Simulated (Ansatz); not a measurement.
# CuAl2: changing the functional

```cif
data_structure
_symmetry_space_group_name_H-M 'P 1'
_symmetry_Int_Tables_number 1
_cell_length_a 4.9346
_cell_length_b 4.9346
_cell_length_c 4.9346
_cell_angle_alpha 104.134
_cell_angle_beta 104.134
_cell_angle_gamma 120.771
_cell_volume 89.76
loop_
_atom_site_label
_atom_site_type_symbol
_atom_site_fract_x
_atom_site_fract_y
_atom_site_fract_z
_atom_site_occupancy
Cu1 Cu 0.25000 0.25000 0.00000 1
Cu2 Cu 0.75000 0.75000 0.00000 1
Al1 Al 0.34190 0.15810 0.50000 1
Al2 Al 0.84190 0.34190 0.18380 1
Al3 Al 0.65810 0.84190 0.50000 1
Al4 Al 0.15810 0.65810 0.81620 1
```

Kept alike: task band structure; k mesh 7 × 7 × 7; occupations fermi-dirac, width 0.05 eV; no spin polarisation. Program: Ansatz, all-electron LAPW, scalar-relativistic. The mesh is that of the run's cell of 6 atoms. No spin-orbit coupling.

| run | pressure (GPa) |
| --- | --- |
| A | -3.47 |
| B | -0.29 |
| C | -6.39 |

Pressure is positive in compression. For a metal such a mesh leaves the last digits unconverged.

Task: The runs differ in the functional alone: LDA; PBE; PBEsol. Which run is which?

Result: Run A is PBEsol; run B is PBE; run C is LDA. The pressure runs from -6.39 (LDA) to -0.29 GPa (PBE). From PBE: LDA -6.10; PBEsol -3.18.
